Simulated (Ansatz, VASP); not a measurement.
# One calculation of BAs, two programs

Contents of INCAR:

```
  ALGO = Normal
  EDIFF = 1E-6
  EDIFFG = -0.05
  ENCUT = 600
  GGA = RP
  IBRION = 2
  ISIF = 3
  ISMEAR = 0
  LASPH = T
  LCHARG = F
  LREAL = F
  LWAVE = F
  NELM = 80
  NSW = 80
  PREC = Accurate
  SIGMA = 0.01
```

The input KPOINTS:

```
k-points
0
Gamma
  8 8 8
```

The input POSCAR:

```
BAs
1.0
    0.0000000000      2.3885000000      2.3885000000
    2.3885000000      0.0000000000      2.3885000000
    2.3885000000      2.3885000000      0.0000000000
B As
1 1
Direct
    0.0000000000      0.0000000000      0.0000000000
    0.2500000000      0.2500000000      0.2500000000
```

Input for Ansatz:

```yaml
crystal:
  lattice:
    - [0.0, 2.3885, 2.3885]
    - [2.3885, 0.0, 2.3885]
    - [2.3885, 2.3885, 0.0]
  atoms:
    - { symbol: B, position: [0.0, 0.0, 0.0] }
    - { symbol: As, position: [0.25, 0.25, 0.25] }
kpoints:
  mp_grid:
    grid: [8, 8, 8]
hamiltonian:
  xc: rpbe
  dispersion: none
scf:
  occupations:
    method: fixed
relax:
  f_tol: 0.05
  cell: {}
```

Alike in both runs: task relaxation of cell and atoms; functional RPBE; k mesh 8 × 8 × 8; no spin polarisation.

|  | VASP | Ansatz |
| --- | --- | --- |
| version | VASP 6.6.1 | Ansatz 0.2.0 |
| potentials or method | VASP PAW PBE potentials, release 64 (B, As) | plane waves, PAW |
| plane-wave cutoff (eV) | 600 | 420 |
| occupations | gaussian, width 0.01 eV | fixed |
| valence electrons in the cell | 8 | 18 |

VASP gave:

- relaxed volume (Å³/atom): 14.23
- relaxed cell length with the largest relative difference (Å): 3.427
- energy change over the relaxation (meV/atom): -11

Question: Estimate Ansatz's values.

Answer: Relaxed volume (Å³/atom): 14.18; relaxed cell length with the largest relative difference (Å): 3.423; energy change over the relaxation (meV/atom): -9.

The two sets of potentials don't hold the same shells in valence.

Caveats: the PAW data sets were made with another functional, which shifts forces and pressure a little (VASP). A k mesh can miss the band edges. RPBE and its kin give volumes clearly too large for solids.
